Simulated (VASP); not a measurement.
Crystal: Se.

```xyz
3
Lattice="4.5048 0.0000 0.0000 -2.2524 3.9013 0.0000 0.0000 0.0000 4.9788" Properties=species:S:1:pos:R:3 pbc="T T T"
Se    0.9816    0.0000    1.6596
Se   -0.4908    0.8501    3.3192
Se    1.7616    3.0512    0.0000
```

| Quantity | Value |
| --- | --- |
| Program | VASP 6.6.1 |
| Task | relaxation of cell and atoms |
| Functional | PBEsol |
| Potentials or basis | VASP PAW PBE potentials, release 64 (Se) |
| Cutoff | 300 eV |
| k mesh | 9 × 9 × 6 |
| Occupations | gaussian, width 0.02 eV |
| Spin | no spin polarisation |

At the start: pressure -0.7 GPa; volume 29.17 Å³/atom.

Task: How do energy, volume and symmetry change on relaxing?

Result: Over 26 steps the energy falls by 40.7 meV/atom and the volume is 24.04 Å³/atom (-17.6 %); space group P3_121 (No. 152, to 0.05 Å).

The path:
| step | energy change (eV) | largest force (eV/Å) | pressure (GPa) | volume (Å³) |
| --- | --- | --- | --- | --- |
| 1 | 0.0000 | 0.1987 | -0.69 | 87.50 |
| 2 | -0.0139 | 0.2271 | -0.47 | 85.91 |
| 3 | -0.0482 | 0.3295 | 0.44 | 81.26 |
| 4 | -0.0533 | 0.5808 | 3.81 | 72.39 |
| 5 | -0.0637 | 0.4774 | 2.00 | 76.43 |
| 6 | -0.0683 | 0.4464 | 1.91 | 76.19 |
| 7 | -0.0806 | 0.3591 | 1.67 | 75.45 |
| 8 | -0.0985 | 0.2083 | 1.31 | 73.97 |
| 9 | -0.1104 | 0.0122 | 1.06 | 71.04 |
| 10 | -0.1106 | 0.0031 | 1.06 | 71.28 |
| 11 | -0.1139 | 0.0233 | 0.63 | 71.84 |
| 12 | -0.1169 | 0.0804 | -0.22 | 73.05 |
| 13 | -0.1180 | 0.0618 | -0.17 | 73.03 |
| 14 | -0.1202 | 0.0053 | -0.01 | 72.97 |
| 15 | -0.1200 | 0.1110 | 0.32 | 72.86 |
| 16 | -0.1209 | 0.0472 | 0.14 | 72.92 |
| 17 | -0.1212 | 0.0230 | -0.10 | 73.07 |
| 18 | -0.1213 | 0.0177 | -0.15 | 73.11 |
| 19 | -0.1215 | 0.0197 | -0.13 | 72.99 |
| 20 | -0.1218 | 0.0261 | -0.03 | 72.62 |
| 21 | -0.1215 | 0.0386 | 0.16 | 71.89 |
| 22 | -0.1219 | 0.0297 | 0.02 | 72.41 |
| 23 | -0.1220 | 0.0068 | -0.07 | 72.36 |
| 24 | -0.1221 | 0.0041 | -0.12 | 72.33 |
| 25 | -0.1221 | 0.0022 | -0.01 | 72.14 |
| 26 | -0.1221 | 0.0021 | 0.00 | 72.13 |

Final structure:
```
Se
1.0
     4.02893    0.00000    0.00000
    -2.01446    3.48915    0.00000
     0.00000    0.00000    5.13075
Se
3
Cartesian
  1.0074 0.0000 1.7103
  -0.5037 0.8724 3.4205
  1.5108 2.6167 0.0000
```

Caveat: the volume moved by over 15 % at a fixed basis, so the end points are rough; the PAW data sets were made with another functional, which shifts forces and pressure a little.
